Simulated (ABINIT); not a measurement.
# FeO (Wuestite) (Fm-3m) in ABINIT: further runs

The runs below take FeO (Wuestite) through single point, relaxation of cell and atoms, with PBE, LDA.

Everything below comes from runs of ABINIT 10.8.3 (patched build). Logs are shortened: lines on timing, memory, paths and dates and some standing lists are left out, and cuts for length are marked. The log counts tension as positive stress, the text compression.

**Experimental background.**

“W\"ustite: Electric, thermodynamic and optical properties of FeO”, 2012, arxiv:1203.1201 quotes, for a bulk crystal of FeO: band gap 2.4 eV (optical).

The results are compared with them further down.

## (1) The structure

The structure is cubic, space group Fm-3m (No. 225). The conventional cell has a = 4.311 Å, b = 4.311 Å, c = 4.311 Å, α = 90.00°, β = 90.00°, γ = 90.00°. Around Fe (site symmetry m-3m) lie 6 O at 2.16 Å. O (site symmetry m-3m) is surrounded by 6 Fe at 2.16 Å.

## (2) Single point, PBE, collinear spin, ferromagnetic start

run.abi reads:

```
pp_dirpath "./"
pseudos "Fe_ONCV_PBE-1.2.upf, O_ONCV_PBE-1.2.upf"

acell 3.0481959123 3.0481959123 3.0481959123 Angstrom
rprim
     0.0000000000     0.7071067812     0.7071067812
     0.7071067812     0.0000000000     0.7071067812
     0.7071067812     0.7071067812     0.0000000000
ntypat 2
znucl 26 8
natom 2
typat 1 2
xred
     0.0000000000     0.0000000000     0.0000000000
     0.5000000000     0.5000000000     0.5000000000

ecut 1088.455450 eV

kptopt 1
ngkpt 8 8 8
nshiftk 1
shiftk 0.0 0.0 0.0

ixc 11

nband 16
occopt 3
tsmear 0.00183747

nsppol 2
spinat
     0.0000000000     0.0000000000     3.0000000000
     0.0000000000     0.0000000000     0.0000000000

nstep 100
tolvrs 1.0e-10

iomode 3
prtwf 0
prtden 0
prteig 0
prtebands 0
enunit 2
```

Potentials or basis: SG15 NC PBE v1.2.

Launch:

```bash
$ abinit run.abi > log 2>&1
```

run.abo:

```text
.Version 10.8.3 of ABINIT
 Symmetries : space group Fm -3 m (#225); Bravais cF (face-center cubic)
================================================================================
 Values of the parameters that define the memory need of the present run
     intxc =       0    ionmov =       0      iscf =       7    lmnmax =       6
     lnmax =       6     mgfft =      36  mpssoang =       3    mqgrid =    3001
     natom =       2  nloc_mem =       1    nspden =       2   nspinor =       1
    nsppol =       2      nsym =      48    n1xccc =       0    ntypat =       2
    occopt =       3   xclevel =       2
       mpw =        1640          nfft =       46656          nkpt =          29
================================================================================
================================================================================

--------------------------------------------------------------------------------
------------- Echo of variables that govern the present computation ------------
--------------------------------------------------------------------------------
 -outvars: echo values of preprocessed input variables --------
            acell      5.7602554524E+00  5.7602554524E+00  5.7602554524E+00 Bohr
              amu      5.58470000E+01  1.59994000E+01
             ecut      4.00000000E+01 Hartree
           enunit           2
              ixc          11
         kptrlatt        8    0    0      0    8    0      0    0    8
          kptrlen      4.60820436E+01
            natom           2
            nband          16
            ngfft          36      36      36
             nkpt          29
           nspden           2
           nsppol           2
            nstep         100
             nsym          48
           ntypat           2
           occopt           3
           prtden           0
        prtebands           0
           prteig           0
            prtwf           0
            rprim      0.0000000000E+00  7.0710678120E-01  7.0710678120E-01
                       7.0710678120E-01  0.0000000000E+00  7.0710678120E-01
                       7.0710678120E-01  7.0710678120E-01  0.0000000000E+00
          spgroup         225
           spinat      0.0000000000E+00  0.0000000000E+00  3.0000000000E+00
                       0.0000000000E+00  0.0000000000E+00  0.0000000000E+00
           tolvrs      1.00000000E-10
           tsmear      1.83747000E-03 Hartree
            typat      1  2
           xangst      0.0000000000E+00  0.0000000000E+00  0.0000000000E+00
                       2.1554000000E+00  2.1554000000E+00  2.1554000000E+00
            xcart      0.0000000000E+00  0.0000000000E+00  0.0000000000E+00
                       4.0731156918E+00  4.0731156918E+00  4.0731156918E+00
             xred      0.0000000000E+00  0.0000000000E+00  0.0000000000E+00
                       5.0000000000E-01  5.0000000000E-01  5.0000000000E-01
            znucl       26.00000    8.00000
[... 139 lines left out ...]
    2     -0.00000000000000    -0.00000000000000    -0.00000000000000
 frms,max,avg= 0.0000000E+00 0.0000000E+00   0.000E+00  0.000E+00  0.000E+00 e/A
 length scales=  5.760255452359  5.760255452359  5.760255452359 bohr
              =  3.048195912300  3.048195912300  3.048195912300 angstroms
 Fermi (or HOMO) energy (hartree) =   0.27572   Average Vxc (hartree)=  -0.46099
 Magnetization (Bohr magneton)=  4.00173243E+00
 Total spin up =  1.30008662E+01   Total spin down =  8.99913379E+00
 Eigenvalues (hartree) for nkpt=  29  k points, SPIN UP:
 kpt#   1, nband= 16, wtk=  0.00195, kpt=  0.0000  0.0000  0.0000 (reduced coord)
  -3.01899   -1.78545   -1.78545   -1.78545   -0.48865    0.12561    0.12561    0.12561
   0.13113    0.13113    0.13113    0.13133    0.13133    0.27614    0.83807    0.89689
      occupation numbers for kpt#   1
   1.00000    1.00000    1.00000    1.00000    1.00000    1.00000    1.00000    1.00000
   1.00000    1.00000    1.00000    1.00000    1.00000    0.44382    0.00000    0.00000
 prteigrs : prtvol=0 or 1, do not print more k-points.

 Eigenvalues (hartree) for nkpt=  29  k points, SPIN DOWN:
 kpt#   1, nband= 16, wtk=  0.00195, kpt=  0.0000  0.0000  0.0000 (reduced coord)
  -2.89635   -1.63503   -1.63503   -1.63503   -0.46924    0.15227    0.15227    0.15227
   0.24844    0.24844    0.24844    0.28505    0.28505    0.30230    0.83491    0.92960
      occupation numbers for kpt#   1
   1.00000    1.00000    1.00000    1.00000    1.00000    1.00000    1.00000    1.00000
   1.00000    1.00000    1.00000    0.00621    0.00621    0.00000    0.00000    0.00000
 prteigrs : prtvol=0 or 1, do not print more k-points.

 Fermi (or HOMO) energy (eV) =   7.50275   Average Vxc (eV)= -12.54412
 Eigenvalues (   eV  ) for nkpt=  29  k points, SPIN UP:
 kpt#   1, nband= 16, wtk=  0.00195, kpt=  0.0000  0.0000  0.0000 (reduced coord)
 -82.15094  -48.58455  -48.58455  -48.58455  -13.29692    3.41791    3.41791    3.41791
   3.56817    3.56817    3.56817    3.57357    3.57357    7.51404   22.80505   24.40562
 prteigrs : prtvol=0 or 1, do not print more k-points.

 Eigenvalues (   eV  ) for nkpt=  29  k points, SPIN DOWN:
 kpt#   1, nband= 16, wtk=  0.00195, kpt=  0.0000  0.0000  0.0000 (reduced coord)
 -78.81370  -44.49147  -44.49147  -44.49147  -12.76881    4.14335    4.14335    4.14335
   6.76052    6.76052    6.76052    7.75652    7.75652    8.22589   22.71916   25.29559
 prteigrs : prtvol=0 or 1, do not print more k-points.

--- !EnergyTerms
iteration_state     : {dtset: 1, }
comment             : Components of total free energy in Hartree
kinetic             :  6.35874813465152E+01
hartree             :  3.46050176243801E+01
xc                  : -1.61409256598473E+01
Ewald energy        : -9.50137779443452E+01
psp_core            :  6.06647457172377E+00
local_psp           : -8.85021608767317E+01
non_local_psp       : -3.89248860909517E+01
internal            : -1.34322777029257E+02
'-kT*entropy'       : -4.86838970386759E-04
total_energy        : -1.34323263868227E+02
total_energy_eV     : -3.65512221493915E+03
band_energy         : -1.56584121687011E+01
...

 Cartesian components of stress tensor (hartree/bohr^3)
  sigma(1 1)=  2.37698453E-05  sigma(3 2)=  0.00000000E+00
  sigma(2 2)=  2.37698453E-05  sigma(3 1)=  0.00000000E+00
  sigma(3 3)=  2.37698453E-05  sigma(2 1)=  0.00000000E+00

-Cartesian components of stress tensor (GPa)         [Pressure= -6.9933E-01 GPa]
- sigma(1 1)=  6.99332992E-01  sigma(3 2)=  0.00000000E+00
- sigma(2 2)=  6.99332992E-01  sigma(3 1)=  0.00000000E+00
- sigma(3 3)=  6.99332992E-01  sigma(2 1)=  0.00000000E+00

== END DATASET(S) ==============================================================
================================================================================

 -outvars: echo values of variables after computation  --------
            acell      5.7602554524E+00  5.7602554524E+00  5.7602554524E+00 Bohr
           etotal     -1.3432326387E+02
            fcart     -0.0000000000E+00 -0.0000000000E+00 -0.0000000000E+00
                      -0.0000000000E+00 -0.0000000000E+00 -0.0000000000E+00
            rprim      0.0000000000E+00  7.0710678120E-01  7.0710678120E-01
                       7.0710678120E-01  0.0000000000E+00  7.0710678120E-01
                       7.0710678120E-01  7.0710678120E-01  0.0000000000E+00
           strten      2.3769845253E-05  2.3769845253E-05  2.3769845253E-05
                       0.0000000000E+00  0.0000000000E+00  0.0000000000E+00
           xangst      0.0000000000E+00  0.0000000000E+00  0.0000000000E+00
                       2.1554000000E+00  2.1554000000E+00  2.1554000000E+00
             xred      0.0000000000E+00  0.0000000000E+00  0.0000000000E+00
                       5.0000000000E-01  5.0000000000E-01  5.0000000000E-01
 Calculation completed.
```

Wall time 84 s (1 thread of Arm Neoverse V1, shared host); peak memory 0.09 GiB.

What came out:

| Property | Result |
| --- | --- |
| Free energy | -3655.1222 eV |
| Pressure | -0.7 GPa |
| Band gap on the k mesh | none (metal or under the smearing width) |
| Net moment | 4.00 μB per cell |
| Site moments | Fe +3.55; O +0.33 μB |
| Valence electrons inside the program's atomic spheres | Fe 13.89; O 6.22 |

Caveat: a cell with one magnetic atom can't hold antiferromagnetic order, which such compounds often take; semilocal functionals often make such compounds metallic where correlation or magnetic order opens a gap, which also shifts bond lengths.

## (3) Relaxation of cell and atoms, LDA, collinear spin, ferromagnetic start

run.abi reads:

```
# Pseudopotentials
pp_dirpath "./"
pseudos "Fe.upf, O.upf"

# Structure
acell 3*1.0 Angstrom
rprim
     0.0000000000     2.1554000000     2.1554000000
     2.1554000000     0.0000000000     2.1554000000
     2.1554000000     2.1554000000     0.0000000000
ntypat 2
znucl 26 8
natom 2
typat 1 2
chkprim 0
chksymtnons 0
tolsym 1.0e-6
xred
            0.0            0.0            0.0
            1/2            1/2            1/2

# Plane-wave basis
ecut 1251.723767 eV
ecutsm 0.5

# k points
kptopt 1
ngkpt 8 8 8
nshiftk 1
shiftk 0.0 0.0 0.0

# Exchange and correlation
ixc 7

# Bands and occupations
nband 16
occopt 3
tsmear 0.05 eV

# Spin
nsppol 2
spinat
     0.0000000000     0.0000000000     3.0000000000
     0.0000000000     0.0000000000     0.0000000000

# SCF cycle
nstep 80
tolvrs 1.0e-12

# Output
iomode 3
prteig 0
prtebands 0
prtwf 0
prtden 0

# Relaxation
ionmov 2
optcell 2
ntime 50
tolmxf 2.0e-5
dilatmx 1.08
```

Potentials or basis: PseudoDojo NC SR LDA v0.4.1 standard.

Launch:

```bash
$ abinit run.abi > log 2>&1
```

Run time: 4 min. Hardware: 1 thread of AMD EPYC 9R45 (Zen 5), shared host; peak memory 0.12 GiB.

It converged, with:

- Free energy: -3856.7637 eV
- Relaxed volume: 9.18 Å³/atom
- Relaxed cell: a = 2.961 Å, b = 2.961 Å, c = 2.961 Å, α = 60.00°, β = 60.00°, γ = 60.00°
- Space group after relaxing (to 0.05 Å): Fm-3m (No. 225)
- Energy gained by relaxing: 44.6 meV/atom
- Ionic steps: 5
- Pressure after relaxing: 0.0 GPa
- Band gap on the k mesh: none (metal or under the smearing width)
- Net moment: 3.96 μB per cell
- Site moments: Fe +3.48; O +0.36 μB

Step by step:
```
step  energy change (eV)  largest force (eV/Å)  pressure (GPa)  volume (Å³)
   1              0.0000                0.0000          -16.15        20.03
   2             -0.0729                0.0000           -7.44        19.05
   3             -0.0892                0.0000            0.38        18.32
   4             -0.0893                0.0000            0.03        18.35
   5             -0.0893                0.0000            0.00        18.35
```

Final structure:
```
Fe O
1.0
     0.00000    2.09358    2.09358
     2.09358    0.00000    2.09358
     2.09358    2.09358    0.00000
Fe O
1 1
Cartesian
  0.0000 0.0000 0.0000
  2.0936 2.0936 2.0936
```

Caveat: a cell with one magnetic atom can't hold antiferromagnetic order, which such compounds often take; semilocal functionals often make such compounds metallic where correlation or magnetic order opens a gap, which also shifts bond lengths. LDA usually gives volumes a few per cent too small.

## (4) Comparison with measurements

Step 2. Measured gap of FeO: 2.4 eV (optical; quoted in “W\"ustite: Electric, thermodynamic and optical properties of FeO”, 2012, arxiv:1203.1201). This calculation gives 0.00 eV (-2.40 eV). So large a miss can be the level of theory's own, or it may mean another phase, state or a wrong row. The value is that of PBE on a finite k mesh, which can miss the band edges, without temperature or zero-point motion. Semilocal functionals fall short of measured gaps as a rule. The run's magnetic order (collinear spin, ferromagnetic start) needn't be the measured crystal's.
